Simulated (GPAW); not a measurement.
# GaN (P6_3mc) in GPAW: notebook

The runs below take GaN through dielectric tensor, with PBE.

Program: GPAW 26.7.0. These are calculated values, not measurements. Logs are shortened: lines on timing, memory, paths and dates and some standing lists are left out, and cuts for length are marked. The log counts tension as positive stress, the text compression.

**The experiment to reproduce.**

From “Studying electronic properties in GaN without electrical contacts using γ-γ vs e−-γ Perturbed Angular Correlations”, 2019, pmc:6823545, for a bulk crystal of GaN: band gap 3.503 ± 0.005 eV (direct).

The runs below are set against these values where they give the same quantity.

### Step 1. The crystal as given

Symmetry: P6_3mc, No. 186, hexagonal system. The conventional cell has a = 3.212 Å, b = 3.212 Å, c = 10.357 Å, α = 90.00°, β = 90.00°, γ = 120.00°. Ga (site symmetry 3m) has 4 N at 1.95 to 2.00 Å as nearest neighbours. Around Ga (site symmetry 3m) lie 3 N at 1.94 Å. N (site symmetry 3m) has 4 Ga at 1.94 to 2.00 Å as nearest neighbours. Around N (site symmetry 3m) lie 3 Ga at 1.95 Å.

The cell is a database's computed one.

### Step 2. Dielectric tensor, PBE

Contents of run.py:

```python
import numpy as np
from ase.dft.bandgap import bandgap
from ase.io import read, write
from gpaw import GPAW, PW
from gpaw.response.df import DielectricFunction

atoms = read('GaN.xyz')

calc = GPAW(mode=PW(550),
            xc='PBE',
            kpts={'size': (8, 8, 2), 'gamma': True},
            occupations={'name': 'fermi-dirac', 'width': 0.001},
            nbands=32,
            convergence={'density': 1e-06},
            maxiter=150,
            txt='gpaw.txt')
atoms.calc = calc
energy = atoms.get_potential_energy()
calc.write('gs.gpw')
write('result.traj', atoms)
print(f'Energy: {energy:.6f} eV')
print('Fermi level:', round(calc.get_fermi_level(), 4), 'eV')
print(f'Gap: {bandgap(calc)[0]:.4f} eV, direct: {bandgap(calc, direct=True)[0]:.4f} eV')

for size in [(10, 10, 3)]:
    name = 'x'.join(str(n) for n in size)
    dense = calc.fixed_density(kpts={'size': size, 'gamma': True},
                               nbands=86, convergence={'bands': 80, 'eigenstates': 1e-7},
                               update_fermi_level=True, txt=f'dense-{name}.txt')
    dense.write(f'{name}.gpw', mode='all')
    df = DielectricFunction(f'{name}.gpw', frequencies=np.array([0.0]), hilbert=False, eta=0.001,
                            ecut=80, nbands=80, intraband=False, txt=f'df-{name}.txt')
    for xc in ['RPA']:
        for direction in ['x', 'y', 'z', [0, 1, 1], [1, 0, 1], [1, 1, 0]]:
            e0, e = df.get_macroscopic_dielectric_constant(xc=xc, direction=direction)
            print(f'{name} {xc} {direction}: {e0:.4f} without, {e:.4f} with local fields')
```

Contents of GaN.xyz:

```xyz
8
Lattice="3.2115377864 0.0000000000 0.0000000000 -1.6057688932 2.7812733083 0.0000000000 0.0000000000 0.0000000000 10.3568400000" Properties=species:S:1:pos:R:3 pbc="T T T"
Ga     0.0000000000      0.0000000000      8.1391091371
Ga     1.6057688934      0.9270911027      0.3868176172
Ga    -0.0000000002      1.8541822056      5.5652376172
Ga     0.0000000000      0.0000000000      2.9606891371
N      0.0000000000      0.0000000000      0.9635796799
N      1.6057688934      0.9270911027      3.5601119658
N      0.0000000000      0.0000000000      6.1419996799
N     -0.0000000002      1.8541822056      8.7385319658
```

Potentials or basis: GPAW PAW data sets (gpaw-data 1.2.1), pw.

Run with:

```
OMP_NUM_THREADS=1 python run.py
```

gpaw.txt:

```text
__  _  _
 | _ |_)|_||  |
 |__||  | ||/\| - 26.7.0

Input parameters:
  mode=PW(ecut=550.0),
  convergence={'density': 1e-06},
  kpts=MonkhorstPack(size=(8, 8, 2), gamma=True),
  maxiter=150,
  nbands=32,
  occupations=Occupations(name='fermi-dirac', width=0.001),
  xc=XC(name='PBE')

Diagonalizing LCAO Hamiltonian
Converting LCAO to pw mode

         N

       Ga

       N Ga

            N
       Ga

       N    Ga

Atoms  # Å, Bohr magnetons
|   | symbol |         x |        y |        z |    initial magnetic moments |
|---|--------|-----------|----------|----------|-----------------------------|
| 0 |     Ga |  0.000000 | 0.000000 | 8.139109 | ( 0.0000,  0.0000,  0.0000) |
| 1 |     Ga |  1.605769 | 0.927091 | 0.386818 | ( 0.0000,  0.0000,  0.0000) |
| 2 |     Ga | -0.000000 | 1.854182 | 5.565238 | ( 0.0000,  0.0000,  0.0000) |
| 3 |     Ga |  0.000000 | 0.000000 | 2.960689 | ( 0.0000,  0.0000,  0.0000) |
| 4 |      N |  0.000000 | 0.000000 | 0.963580 | ( 0.0000,  0.0000,  0.0000) |
| 5 |      N |  1.605769 | 0.927091 | 3.560112 | ( 0.0000,  0.0000,  0.0000) |
| 6 |      N |  0.000000 | 0.000000 | 6.142000 | ( 0.0000,  0.0000,  0.0000) |
| 7 |      N | -0.000000 | 1.854182 | 8.738532 | ( 0.0000,  0.0000,  0.0000) |

Unit cell  # Å
| periodic |         x |        y |         z |   lengths |     angles |
|----------|-----------|----------|-----------|-----------|------------|
|      yes |  3.211538 | 0.000000 |  0.000000 |  3.211538 |  90.000000 |
|      yes | -1.605769 | 2.781273 |  0.000000 |  3.211538 |  90.000000 |
|      yes |  0.000000 | 0.000000 | 10.356840 | 10.356840 | 120.000000 |

Number of symmetries: 6
Symmetry operations  # r_c * U_cc + t_c -> r_c
|   | kind |            matrix            |
|---|------|------------------------------|
| 0 |  σ   |  1, 1, 0,  0,-1, 0,  0, 0, 1 |
| 1 |  E   |  1, 0, 0,  0, 1, 0,  0, 0, 1 |
| 2 |  C3  |  0, 1, 0, -1,-1, 0,  0, 0, 1 |
| 3 |  σ   |  0,-1, 0, -1, 0, 0,  0, 0, 1 |
| 4 |  σ   | -1, 0, 0,  1, 1, 0,  0, 0, 1 |
| 5 |  C3  | -1,-1, 0,  1, 0, 0,  0, 0, 1 |

BZ-sampling:
  Number of BZ points: 128
  Number of IBZ points: 20

  Monkhorst-Pack size: [8, 8, 2]
  Monkhorst-Pack shift: [0.0625, 0.0625, 0.25]

K-points  # in reciprocal-cell coordinates
|     |                                coordinates |     weight |
|-----|--------------------------------------------|------------|
|   0 | (  0.00000000,   0.00000000,   0.00000000) | 0.00781250 |
|   1 | (  0.00000000,   0.00000000,   0.50000000) | 0.00781250 |
|   2 | (  0.12500000,   0.00000000,   0.00000000) | 0.04687500 |
|   3 | (  0.12500000,   0.00000000,   0.50000000) | 0.04687500 |
|   4 | (  0.25000000,  -0.12500000,   0.00000000) | 0.04687500 |
|   5 | (  0.25000000,  -0.12500000,   0.50000000) | 0.04687500 |
|   6 | (  0.25000000,   0.00000000,   0.00000000) | 0.04687500 |
|   7 | (  0.25000000,   0.00000000,   0.50000000) | 0.04687500 |
|   8 | (  0.37500000,  -0.12500000,   0.00000000) | 0.09375000 |
|   9 | (  0.37500000,  -0.12500000,   0.50000000) | 0.09375000 |
| ... |                                            |            |
|  19 | (  0.50000000,   0.50000000,   0.50000000) | 0.02343750 |

Plane wave coefficients: 2738
Cutoff: 550.0 eV

Spin-components: 1 (collinear spins)
Bands:           32
Projectors:      40
Spin-degeneracy: 2
Datatype:        complex128

Parallelization:
  kpt:    1
  domain: 1
  band:   1

Density:
  Valence electrons: 32.0
  Components: 1
  Grid points: [18 18 60]
  Charge: 0.0  # |e|

Potential:
  Grid points: [18 18 60]

species:
  Ga:
    name:    Gallium
    Z:       31.0
    valence: 3
    core:    28
    charge:  0.0  # [|e|]
    compensation charges:
      type: gauss
      rc: 0.37  # [Å]
      lmax: 2
    cutoffs:
      filter: 2.06  # [Å]
      core: 4.17  # [Å]
    projectors
    | kind |    occ | energy [eV] | rcut [Å] |
    |------|--------|-------------|----------|
    |   4s |  2.000 |      -8.945 |    1.164 |
    |   4p |  1.000 |      -2.580 |    1.164 |
    |    s |        |      18.266 |    1.164 |
    |    p |        |      24.631 |    1.164 |
    |    d |        |       0.000 |    1.164 |

    Using partial waves for Ga as LCAO basis

  N:
    name:    Nitrogen
    Z:       7.0
    valence: 5
    core:    2
    charge:  0.0  # [|e|]
    compensation charges:
      type: gauss
      rc: 0.18  # [Å]
      lmax: 2
    cutoffs:
      filter: 1.11  # [Å]
      core: 0.96  # [Å]
    projectors
    | kind |    occ | energy [eV] | rcut [Å] |
    |------|--------|-------------|----------|
    |   2s |  2.000 |     -18.583 |    0.603 |
    |   2p |  3.000 |      -7.089 |    0.529 |
    |    s |        |       8.629 |    0.603 |
    |    p |        |      20.123 |    0.529 |
    |    d |        |       0.000 |    0.577 |

    Using partial waves for N as LCAO basis

Reference energy: -217465.572133  # eV

eigensolver:
  PPCG
  Converge bands: occupied
  niter=2

density mixing:
  MSR1-Mixer
  Pratt-step length: 0.05
  Maximum mixing coefficient: 0.75
  Old densities: 10
  SVD Regularization: 0.005
  Good broyden scale: 1.0
  Trust region scale: 1.0
  Backstep threshold: 4.0
  History deletion threshold: 6.0
  Fourier metric: weight=20.0, sigma=0.015

occupation numbers:
  Fermi-Dirac:
    width: 0.0010  # eV

poisson solver:
  ecut: 4400.0  # eV

xc functional:
  name: PBE with 2 nearest neighbor stencil

convergence criteria:
- Maximum integral of absolute [dens]ity change: 1e-06 electrons / valence electron
- Maximum [total energy] change in last 3 cyles: 0.0005 eV / valence electron
- Maximum integral of absolute [eigenst]ate change: 4e-08 eV^2 / valence electron
maximum number of iterations: 150

SCF iterations
|iter     | |      energy | eigst |  dens |
|---------|-|-------------|-------|-------|
|iter:   1| |  -51.909200 | -0.28 |       |
|iter:   2| |  -50.023153 | -1.77 | -0.57 |
|iter:   3| |  -44.977008 | -0.54 | -0.63 |
|iter:   4| |  -44.958209 | -2.86 | -1.30 |
|iter:   5| |  -44.955407 | -3.45 | -1.57 |
|iter:   6| |  -44.955015c| -4.25 | -2.61 |
|iter:   7| |  -44.954915c| -5.18 | -2.90 |
|iter:   8| |  -44.954945c| -6.20 | -3.20 |
|iter:   9| |  -44.954946c| -7.26 | -3.83 |
|iter:  10| |  -44.954946c| -7.60c| -4.47 |
|iter:  11| |  -44.954946c| -8.43c| -5.13 |
|iter:  12| |  -44.954946c| -9.33c| -5.68 |
|iter:  13| |  -44.954946c|-10.27c| -6.46c|

Converged in 13 steps
Energy contributions relative to reference atoms: (reference = -217465.572133)

Energy contributions:
  Kinetic:          99.665647
  Coulomb:         -84.695249
  Zero:              0.088230
  External:          0.000000
  Xc:              -60.013574
  Entropy:          -0.000000
  Spinorbit:         0.000000
  ----------------------------
  Free energy:     -44.954946
  Extrapolated:    -44.954946

dipole moment: (-16.090857, -27.870182, -14.815829)  # |e|*Ang

Fermi level: 6.852
Eigenvalues  # (at kpt = [0.000, 0.000, 0.000])
| band index |      eig [eV] | occ [0-2] |
|------------|---------------|-----------|
|          0 |        -9.422 |     2.000 |
|        ... |               |           |
|          8 |         5.369 |     2.000 |
|          9 |         5.425 |     2.000 |
|         10 |         5.425 |     2.000 |
|         11 |         6.215 |     2.000 |
|         12 |         6.215 |     2.000 |
|         13 |         6.254 |     2.000 |
[... 8 lines left out ...]
|         22 |        15.361 |     0.000 |
|         23 |        15.464 |     0.000 |
|        ... |               |           |
|         31 |        17.954 |     0.000 |

Gap: 0.813 eV
Transition (v -> c):
  (s=0, k=0, n=15, [0.00, 0.00, 0.00]) -> (s=0, k=0, n=16, [0.00, 0.00, 0.00])
No difference between direct/indirect transitions
# Writing to gs.gpw (mode='')
```

Run time: 6.4 min. Hardware: 1 thread of Intel Xeon Platinum 8259CL at 2.50GHz (Skylake/Cascade Lake), shared host; peak memory 0.53 GiB.

What came out:

| Item | Value |
| --- | --- |
| Free energy | -44.9549 eV |
| Band gap on the k mesh | 0.81 eV, direct |
| Electronic dielectric tensor (diagonal) | 7.10, 7.10, 9.59 |

Electronic dielectric tensor:
```
7.10 0.00 0.00
0.00 7.10 0.00
0.00 0.00 9.59
```

Caveat: the long-wavelength limit can be off by a per cent or two; an odd mesh through Γ misses points on the zone boundary, where band edges often lie.

### Step 3. Dielectric tensor, PBE

This run uses another cell than the first one, of 11.74 Å³/atom, 1.015 times its volume.

run.py is that of step 2.

Contents of GaN.xyz:

```xyz
8
Lattice="3.2115377900 0.0000000000 0.0000000000 -1.6057688900 2.7812733100 0.0000000000 0.0000000000 0.0000000000 10.5121926000" Properties=species:S:1:pos:R:3 pbc="T T T"
Ga     0.0000000000      0.0000000000      8.2611957742
Ga     1.6057688968      0.9270911032      0.3926198814
Ga     0.0000000032      1.8541822068      5.6487161814
Ga     0.0000000000      0.0000000000      3.0050994742
N      0.0000000000      0.0000000000      0.9780333751
N      1.6057688968      0.9270911032      3.6135136453
N      0.0000000000      0.0000000000      6.2341296751
N      0.0000000032      1.8541822068      8.8696099453
```

Potentials or basis: GPAW PAW data sets (gpaw-data 1.2.1), pw.

Run with:

```
OMP_NUM_THREADS=1 python run.py
```

gpaw.txt:

```text
__  _  _
 | _ |_)|_||  |
 |__||  | ||/\| - 26.7.0

Input parameters:
  mode=PW(ecut=550.0),
  convergence={'density': 1e-06},
  kpts=MonkhorstPack(size=(8, 8, 2), gamma=True),
  maxiter=150,
  nbands=32,
  occupations=Occupations(name='fermi-dirac', width=0.001),
  xc=XC(name='PBE')

Diagonalizing LCAO Hamiltonian
Converting LCAO to pw mode

         N

       Ga

       N Ga

            N
       Ga

       N    Ga

Atoms  # Å, Bohr magnetons
|   | symbol |        x |        y |        z |    initial magnetic moments |
|---|--------|----------|----------|----------|-----------------------------|
| 0 |     Ga | 0.000000 | 0.000000 | 8.261196 | ( 0.0000,  0.0000,  0.0000) |
| 1 |     Ga | 1.605769 | 0.927091 | 0.392620 | ( 0.0000,  0.0000,  0.0000) |
[... 154 lines left out ...]
|iter:   1| |  -51.923102 | -0.29 |       |
|iter:   2| |  -50.037349 | -1.77 | -0.57 |
|iter:   3| |  -45.035444 | -0.55 | -0.63 |
|iter:   4| |  -45.016174 | -2.87 | -1.29 |
|iter:   5| |  -45.012945 | -3.47 | -1.57 |
|iter:   6| |  -45.012844c| -4.28 | -2.65 |
|iter:   7| |  -45.012659c| -4.99 | -2.87 |
|iter:   8| |  -45.012691c| -6.11 | -3.17 |
|iter:   9| |  -45.012692c| -7.26 | -3.82 |
|iter:  10| |  -45.012692c| -7.53c| -4.44 |
|iter:  11| |  -45.012692c| -8.35c| -5.09 |
|iter:  12| |  -45.012692c| -9.25c| -5.63 |
|iter:  13| |  -45.012692c|-10.23c| -6.41c|

Converged in 13 steps
Energy contributions relative to reference atoms: (reference = -217465.572133)

Energy contributions:
  Kinetic:          93.600718
  Coulomb:         -79.795097
  Zero:              0.087149
  External:          0.000000
  Xc:              -58.905462
  Entropy:          -0.000000
  Spinorbit:         0.000000
  ----------------------------
  Free energy:     -45.012692
  Extrapolated:    -45.012692

dipole moment: (-16.094934, -27.877243, -14.836855)  # |e|*Ang

Fermi level: 6.627
Eigenvalues  # (at kpt = [0.000, 0.000, 0.000])
| band index |      eig [eV] | occ [0-2] |
|------------|---------------|-----------|
|          0 |        -9.492 |     2.000 |
|        ... |               |           |
|          8 |         5.250 |     2.000 |
|          9 |         5.304 |     2.000 |
|         10 |         5.304 |     2.000 |
|         11 |         6.065 |     2.000 |
|         12 |         6.065 |     2.000 |
|         13 |         6.098 |     2.000 |
[... 8 lines left out ...]
|         22 |        15.036 |     0.000 |
|         23 |        15.367 |     0.000 |
|        ... |               |           |
|         31 |        17.748 |     0.000 |

Gap: 0.765 eV
Transition (v -> c):
  (s=0, k=0, n=15, [0.00, 0.00, 0.00]) -> (s=0, k=0, n=16, [0.00, 0.00, 0.00])
No difference between direct/indirect transitions
# Writing to gs.gpw (mode='')
```

stdout:

```text
Energy: -45.012692 eV
Fermi level: 6.6267 eV
Gap: 0.7651 eV, direct: 0.7651 eV
10x10x3 RPA x: 7.6432 without, 7.2243 with local fields
10x10x3 RPA y: 7.6432 without, 7.2243 with local fields
10x10x3 RPA z: 10.6320 without, 10.2077 with local fields
10x10x3 RPA [0, 1, 1]: 9.1376 without, 8.7160 with local fields
10x10x3 RPA [1, 0, 1]: 9.1376 without, 8.7160 with local fields
10x10x3 RPA [1, 1, 0]: 7.6432 without, 7.2243 with local fields
```

df-10x10x3.txt:

```text
FrequencyGridDescriptor(from 0.000 to 0.000 eV, 1 points)
FrequencyGridDescriptor(from 0.000 to 0.000 eV, 1 points)

Calculating chi0 body with:
    Ground state adapter containing:
    Number of spins: 1
    Number of kpoints: 300
    Number of irreducible kpoints: 86
    Number of completely occupied states: 16
    Number of partially occupied states: 16

    Linear response parametrization:
    q_c: [0.0, 0.0, 0.0]
    Number of frequency points: 1
    Planewave cutoff: 80.0
    Number of bands: 80
    Number of planewaves: 153
    Broadening (eta): 0.001

Integrating chi0 body.

Symmetries of q_c:
    Direct symmetries (Uq -> q): 2
    Indirect symmetries (TUq -> q): 2
In total 4 allowed symmetries.

Integral kind: response function

Calculating chi0 optical extensions with:
    Ground state adapter containing:
    Number of spins: 1
    Number of kpoints: 300
    Number of irreducible kpoints: 86
    Number of completely occupied states: 16
    Number of partially occupied states: 16

    Linear response parametrization:
    Number of frequency points: 1
    Planewave cutoff: 80.0
    Number of bands: 80
    Number of planewaves: 153
    Broadening (eta): 0.001
Integrating chi0 head and wings.

Symmetries of q_c:
    Direct symmetries (Uq -> q): 2
    Indirect symmetries (TUq -> q): 2
In total 4 allowed symmetries.

Integral kind: response function wings

Finished calculating chi0
```

It took 13 min on 1 thread of Intel Xeon Platinum 8259CL at 2.50GHz (Skylake/Cascade Lake), shared host; peak memory 0.82 GiB.

What came out:

| Item | Value |
| --- | --- |
| Free energy | -45.0127 eV |
| Band gap on the k mesh | 0.77 eV, direct |
| Electronic dielectric tensor (diagonal) | 7.22, 7.22, 10.21 |

Electronic dielectric tensor:
```
 7.22  0.00  0.00
 0.00  7.22  0.00
 0.00  0.00 10.21
```

Caveat: the long-wavelength limit can be off by a per cent or two; an odd mesh through Γ misses points on the zone boundary, where band edges often lie.

(Part 1 of 2 ends here.)
